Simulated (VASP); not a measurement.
# CO2 (R-3c) in VASP: further runs

One crystal, CO2, is run at these levels: PBE, r2SCAN; tasks: electric field gradients.

Everything below comes from runs of VASP 6.6.1. Logs are shortened: lines on timing, memory, paths and dates and some standing lists are left out, and cuts for length are marked.

## Step 1: The crystal as given

The structure is trigonal, space group R-3c (No. 167). Conventional cell: a = 8.628 Å, b = 8.628 Å, c = 10.604 Å, α = 90.00°, β = 90.00°, γ = 120.00°. Around C (site symmetry -3) lie 2 O at 1.15 Å. C (site symmetry 2) is surrounded by 2 O at 1.15 Å. O (site symmetry 1) is surrounded by 1 C at 1.15 Å. O (site symmetry 3) has 1 C at 1.15 Å as nearest neighbours.

## Step 2: Electric field gradients, PBE

The input, INCAR:

```
SYSTEM = CO2
ALGO = Normal
EDIFF = 1E-8
ENCUT = 520
GGA = PE
ISIF = 2
ISMEAR = -1
LASPH = .True.
LCHARG = .False.
LEFG = .True.
LREAL = Auto
LWAVE = .False.
NBANDS = 82
NELM = 100
PREC = Accurate
SIGMA = 0.02
```

The input, KPOINTS:

```
k-points
0
Gamma
  4 4 4
  0 0 0
```

The input, POSCAR:

```
CO2
1.0
    4.3141500000      2.4907756638      3.5346666667
   -4.3141500000      2.4907756638      3.5346666667
    0.0000000000     -4.9815513276      3.5346666667
C O
8 16
Direct
    0.0000000000      0.0000000000      0.0000000000
    0.5000000000      0.5000000000      0.5000000000
    0.2500000000      0.4999000000      0.0001000000
    0.0001000000      0.2500000000      0.4999000000
    0.4999000000      0.0001000000      0.2500000000
    0.7500000000      0.5001000000      0.9999000000
    0.9999000000      0.7500000000      0.5001000000
    0.5001000000      0.9999000000      0.7500000000
    0.3493700000      0.3862800000      0.8870600000
    0.8870600000      0.3493700000      0.3862800000
    0.3862800000      0.8870600000      0.3493700000
    0.6129400000      0.1137200000      0.1506300000
    0.1137200000      0.1506300000      0.6129400000
    0.1506300000      0.6129400000      0.1137200000
    0.6506300000      0.6137200000      0.1129400000
    0.1129400000      0.6506300000      0.6137200000
    0.6137200000      0.1129400000      0.6506300000
    0.3870600000      0.8862800000      0.8493700000
    0.8862800000      0.8493700000      0.3870600000
    0.8493700000      0.3870600000      0.8862800000
    0.1085100000      0.1085100000      0.1085100000
    0.3914900000      0.3914900000      0.3914900000
    0.8914900000      0.8914900000      0.8914900000
    0.6085100000      0.6085100000      0.6085100000
```

Potentials or basis: VASP PAW PBE potentials, release 64 (C, O).

Launch:

```sh
> cat potpaw_PBE.64/C/POTCAR potpaw_PBE.64/O/POTCAR > POTCAR
> mpirun -np 1 vasp_std > vasp.out
```

OUTCAR:

```text
SYSTEM = CO2
   EDIFF = 1E-8
   ENCUT = 520
   GGA = PE
   ISIF = 2
   ISMEAR = -1
   LASPH = .True.
   LREAL = Auto
   NELM = 100
   PREC = Accurate

 ion  position               nearest neighbor table
   1  0.000  0.000  0.000-  21 1.15  23 1.15
   2  0.500  0.500  0.500-  22 1.15  24 1.15
   3  0.250  0.500  0.000-  14 1.15   9 1.15
   4  0.000  0.250  0.500-  10 1.15  13 1.15
   5  0.500  0.000  0.250-  11 1.15  12 1.15
   6  0.750  0.500  1.000-  20 1.15  15 1.15
   7  1.000  0.750  0.500-  16 1.15  19 1.15
   8  0.500  1.000  0.750-  17 1.15  18 1.15
   9  0.349  0.386  0.887-   3 1.15
  10  0.887  0.349  0.386-   4 1.15
  11  0.386  0.887  0.349-   5 1.15
  12  0.613  0.114  0.151-   5 1.15
  13  0.114  0.151  0.613-   4 1.15
  14  0.151  0.613  0.114-   3 1.15
[... 8 lines left out ...]
  23  0.891  0.891  0.891-   1 1.15
  24  0.609  0.609  0.609-   2 1.15

  LATTYP: Found a trigonal (rhomboedric) cell.
 ALAT       =     6.1081684714
 COS(alpha) =     0.0023034647

  Lattice vectors:

 A1 = (   4.3141500000,   2.4907756638,   3.5346666667)
 A2 = (  -4.3141500000,   2.4907756638,   3.5346666667)
 A3 = (   0.0000000000,  -4.9815513276,   3.5346666667)

Analysis of symmetry for initial positions (statically):
=====================================================================
 Subroutine PRICEL returns:
 Original cell was already a primitive cell.

 Routine SETGRP: Setting up the symmetry group for a
 trigonal (rhombohedral) supercell.

 Subroutine GETGRP returns: Found 12 space group operations
 (whereof  6 operations were pure point group operations)
 out of a pool of 12 trial point group operations.

The static configuration has the point symmetry S_6 .
 The point group associated with its full space group is D_3d.

Analysis of symmetry for dynamics (positions and initial velocities):
=====================================================================
 Subroutine PRICEL returns:
 Original cell was already a primitive cell.

 Routine SETGRP: Setting up the symmetry group for a
 trigonal (rhombohedral) supercell.

 Subroutine GETGRP returns: Found 12 space group operations
 (whereof  6 operations were pure point group operations)
 out of a pool of 12 trial point group operations.

The dynamic configuration has the point symmetry S_6 .
 The point group associated with its full space group is D_3d.

 Subroutine INISYM returns: Found 12 space group operations
 (whereof  6 operations are pure point group operations),
 and found     1 'primitive' translations

----------------------------------------------------------------------------------------

                                     Primitive cell

  volume of cell :     227.8923

  direct lattice vectors                    reciprocal lattice vectors
     4.314150000  2.490775664  3.534666667     0.115897686  0.066913560  0.094304036
    -4.314150000  2.490775664  3.534666667    -0.115897686  0.066913560  0.094304036
     0.000000000 -4.981551328  3.534666667     0.000000000 -0.133827120  0.094304036

  length of vectors
     6.108168471  6.108168471  6.108168471     0.163716063  0.163716063  0.163716063

  position of ions in fractional coordinates (direct lattice)
     0.000000000  0.000000000  0.000000000
     0.500000000  0.500000000  0.500000000
     0.250000000  0.499900000  0.000100000
     0.000100000  0.250000000  0.499900000
     0.499900000  0.000100000  0.250000000
     0.750000000  0.500100000  0.999900000
[... 16 lines left out ...]
     0.891490000  0.891490000  0.891490000
     0.608510000  0.608510000  0.608510000

  ion indices of the primitive-cell ions
   primitive index   ion index
                 1           1
                 2           2
                 3           3
                 4           4
                 5           5
[... 76 lines left out ...]
   LASPH  =      T    aspherical Exc in radial PAW
   ENCUT  =  520.0 eV  38.22 Ry    6.18 a.u.  11.36 11.36 11.36*2*pi/ulx,y,z
   NELM   =    100;   NELMIN=  2; NELMDL= -5     # of ELM steps
   EDIFF  = 0.1E-07   stopping-criterion for ELM
   LREAL  =      T    real-space projection
   EDIFFG = 0.1E-06   stopping-criterion for IOM
   NSW    =      0    number of steps for IOM
   IBRION =     -1    ionic relax: 0-MD 1-quasi-New 2-CG
   NFREE  =      0    steps in history (QN), initial steepest desc. (CG)
   ISIF   =      2    stress and relaxation
   ISYM   =      2    0-nonsym 1-usesym 2-fastsym
   POTIM  = 0.5000    time-step for ionic-motion
   TEBEG  =    0.0;   TEEND  =   0.0 temperature during run
   PSTRESS=    0.0 pullay stress
   NELECT =     128.0000    total number of electrons
   NUPDOWN=      -1.0000    fix difference up-down
   EMIN   =  10.00;   EMAX   =-10.00  energy-range for DOS
   EFERMI =   0.00;   METHOD = LEGACY
   ISMEAR =    -1;   SIGMA  =   0.02  broadening in eV -4-tet -1-fermi 0-gaus
   EFERMI_NEDOS =   21; number of points for ismear=-14 and -15
   IALGO  =     38    algorithm
   IMIX   =      4    mixing-type and parameters
     AMIX     =   0.40;   BMIX     =  1.00
     AMIX_MAG =   1.60;   BMIX_MAG =  1.00
  volume/ion in A,a.u.               =       9.50        64.08
  Fermi-wavevector in a.u.,A,eV,Ry     =   1.350729  2.552508 24.823414  1.824469
  Thomas-Fermi vector in A             =   2.478210
   LORBIT       =      0    0 simple, 1 ext, 2 COOP (PROOUT), +10 PAW based schemes
   GGA     = PE    functional components
[... 5 lines left out ...]
 non-spin polarized calculation
  energy-cutoff  :      520.00
  volume of cell :      227.89
 maximum number of plane-waves:      6152
 NGX is ok and might be reduce to    48
   NGX = 23   NGY = 23   NGZ = 23

 number of electron     127.9999990 magnetization

 Free energy of the ion-electron system (eV)
  ---------------------------------------------------
  ext. energy  EPLUGINS =         0.00000000
  ---------------------------------------------------
  free energy    TOTEN  =      -178.84770307 eV

  energy without entropy =     -178.84770307  energy(sigma->0) =     -178.84770307

 E-fermi :   0.2703     XC(G=0): -10.1411

 val. band max:       -0.1565609723   @ k =   0.5000   0.5000   0.0000
 cond. band min:       6.4530170307   @ k =   0.0000   0.0000   0.0000
 fundamental gap:      6.6095780030
 Fermi energy:         0.2702910890

 k-point     1 :       0.0000    0.0000    0.0000
  band No.  band energies     occupation
      1     -22.0907      2.00000
      2     -21.5280      2.00000
      3     -21.5280      2.00000
      4     -21.4222      2.00000
      5     -21.2906      2.00000
      6     -21.2906      2.00000
[... 1016 lines left out ...]
     75       8.0660      0.00000
     76       8.0660      0.00000
 [bands above 76 left out]

------------------------ aborting loop because EDIFF is reached ----------------------------------------

  FORCE on cell =-STRESS in cart. coord.  units (eV):
  Direction    XX          YY          ZZ          XY          YZ          ZX
  --------------------------------------------------------------------------------------
  -------------------------------------------------------------------------------------
  Total       34.3818773     34.3818773     36.1116249     -0.0000000     -0.0000000      0.0000000
  in kB      241.7188939    241.7188939    253.8797391     -0.0000000     -0.0000000      0.0000000
  external PRESSURE =     245.7725090 kB  Pullay stress =       0.0000000 kB

 VOLUME and BASIS-vectors are now :
 -----------------------------------------------------------------------------
  energy-cutoff  :      520.00
  volume of cell :      227.89
      direct lattice vectors                 reciprocal lattice vectors
     4.314150000  2.490775664  3.534666667     0.115897686  0.066913560  0.094304036
    -4.314150000  2.490775664  3.534666667    -0.115897686  0.066913560  0.094304036
     0.000000000 -4.981551328  3.534666667     0.000000000 -0.133827120  0.094304036

 POSITION                                       TOTAL-FORCE (eV/Angst)
 -----------------------------------------------------------------------------------
      0.00000      0.00000      0.00000        -0.000000      0.000000      0.000000
      0.00000      0.00000      5.30200        -0.000000      0.000000      0.000000
     -1.07811      1.86733      2.65100        -0.003392      0.005876      0.000000
     -1.07811     -1.86733      2.65100        -0.003392     -0.005876      0.000000
      2.15621      0.00000      2.65100         0.006785      0.000000      0.000000
      1.07811     -1.86733      7.95300         0.003392     -0.005876      0.000000
[... 16 lines left out ...]
      0.00000      0.00000      9.45336        -0.000000      0.000000     -1.903187
      0.00000      0.00000      6.45264        -0.000000      0.000000      1.903187
 -----------------------------------------------------------------------------------
    total drift:                                0.000000      0.000000      0.000000

  FREE ENERGIE OF THE ION-ELECTRON SYSTEM (eV)
  ---------------------------------------------------
  free  energy   TOTEN  =      -178.8477030705 eV

  energy  without entropy=     -178.8477030704  energy(sigma->0) =     -178.84770307

 Electric field gradients (V/A^2)
---------------------------------------------------------------------
 ion       V_xx      V_yy      V_zz      V_xy      V_xz      V_yz
---------------------------------------------------------------------
   1      25.453    25.453   -50.906     0.000     0.000    -0.000
   2      25.453    25.453   -50.906    -0.000    -0.000    -0.000
   3     -23.183     9.355    13.828   -28.178    23.785    13.732
   4     -23.183     9.355    13.828    28.178   -23.785    13.732
   5      25.624   -39.451    13.828    -0.000     0.000   -27.464
   6     -23.183     9.355    13.828   -28.178    23.785    13.732
[... 16 lines left out ...]
  23     -32.479   -32.479    64.957     0.000    -0.000     0.000
  24     -32.479   -32.479    64.957    -0.000     0.000     0.000
---------------------------------------------------------------------

 Electric field gradients after diagonalization (V/A^2)
 (convention: |V_zz| > |V_xx| > |V_yy|)
----------------------------------------------------------------------
 ion       V_xx      V_yy      V_zz     asymmetry (V_yy - V_xx)/ V_zz
----------------------------------------------------------------------
   1      25.453    25.453   -50.906       0.000
   2      25.453    25.453   -50.906       0.000
   3      25.624    25.450   -51.073       0.003
   4      25.624    25.450   -51.073       0.003
   5      25.624    25.450   -51.073       0.003
   6      25.624    25.450   -51.073       0.003
[... 16 lines left out ...]
  23     -32.479   -32.479    64.957       0.000
  24     -32.479   -32.479    64.957       0.000
----------------------------------------------------------------------

           NMR quadrupolar parameters

 Cq : quadrupolar parameter    Cq=e*Q*V_zz/h
 eta: asymmetry parameters     (V_yy - V_xx)/ V_zz
 Q  : nuclear electric quadrupole moment in mb (millibarn)
----------------------------------------------------------------------
 ion       Cq(MHz)       eta       Q (mb)
----------------------------------------------------------------------
   1      -0.123       0.000       1.000
   2      -0.123       0.000       1.000
   3      -0.123       0.003       1.000
   4      -0.123       0.003       1.000
   5      -0.123       0.003       1.000
   6      -0.123       0.003       1.000
[... 16 lines left out ...]
  23       0.157       0.000       1.000
  24       0.157       0.000       1.000
----------------------------------------------------------------------
```

Wall time 5.1 min (1 thread of Intel Xeon Platinum 8488C (Sapphire Rapids), shared host); peak memory 0.39 GiB.

Results:

| Quantity | Value |
| --- | --- |
| Free energy | -178.8477 eV |
| Pressure | 24.6 GPa |
| Largest force | 1.903 eV/Å |
| Band gap on the k mesh | 6.61 eV, indirect (least direct gap 6.78 eV) |

Forces in eV/Å, atoms in the order of the input:
```
C    0.000  0.000  0.000
C    0.000  0.000  0.000
C   -0.003  0.006  0.000
C   -0.003 -0.006  0.000
C    0.007  0.000  0.000
C    0.003 -0.006  0.000
C    0.003  0.006  0.000
C   -0.007  0.000  0.000
O    1.497  0.853 -0.714
O   -1.487  0.870 -0.714
O   -0.010 -1.723 -0.714
O   -0.010  1.723  0.714
O    1.497 -0.853  0.714
O   -1.487 -0.870  0.714
O   -1.497 -0.853  0.714
O    1.487 -0.870  0.714
O    0.010  1.723  0.714
O    0.010 -1.723 -0.714
O   -1.497  0.853 -0.714
O    1.487  0.870 -0.714
O    0.000  0.000  1.903
O    0.000  0.000 -1.903
O    0.000  0.000 -1.903
O    0.000  0.000  1.903
```

Stress tensor (GPa, compression positive):
```
24.17  0.00  0.00
 0.00 24.17  0.00
 0.00  0.00 25.39
```

Levels at points of the mesh, in eV from the valence-band top:
```
           k point  band 60  band 61  band 62  band 63  band 64  band 65  band 66  band 67  band 68  band 69
(0.00, 0.00, 0.00)    -0.51    -0.34    -0.34    -0.18    -0.18     6.61     6.61     6.84     7.20     7.20
(0.50, 0.00, 0.00)    -0.58    -0.34    -0.34    -0.28    -0.28     6.85     6.85     7.41     7.41     7.55
(0.50, 0.50, 0.00)    -0.51    -0.49    -0.39    -0.20     0.00     7.19     7.25     7.46     7.51     7.86
(0.50, 0.50, 0.50)    -0.38    -0.26    -0.26    -0.26    -0.26     7.83     7.83     7.93     7.93     8.04
```

Electric field gradients, principal values (V/Å²):
```
atom      Vxx      Vyy      Vzz
 1 C   25.453   25.453  -50.906
 2 C   25.453   25.453  -50.906
 3 C   25.450   25.624  -51.073
 4 C   25.450   25.624  -51.073
 5 C   25.450   25.624  -51.073
 6 C   25.450   25.624  -51.073
 7 C   25.450   25.624  -51.073
 8 C   25.450   25.624  -51.073
 9 O  -30.451  -33.498   63.949
10 O  -30.451  -33.498   63.949
11 O  -30.451  -33.498   63.949
12 O  -30.451  -33.498   63.949
13 O  -30.451  -33.498   63.949
14 O  -30.451  -33.498   63.949
15 O  -30.451  -33.498   63.949
16 O  -30.451  -33.498   63.949
17 O  -30.451  -33.498   63.949
18 O  -30.451  -33.498   63.949
19 O  -30.451  -33.498   63.949
20 O  -30.451  -33.498   63.949
21 O  -32.479  -32.479   64.957
22 O  -32.479  -32.479   64.957
23 O  -32.479  -32.479   64.957
24 O  -32.479  -32.479   64.957
```

Caveat: the standard files for N, O and F lose accuracy on very short bonds; so large a pressure means that the cell lies far from this level's equilibrium, or that cutoff or potentials fall short; forces of over 1 eV/Å show positions far from the minimum, so gaps and moduli don't describe the material at rest.

[end of part 1 of 2]
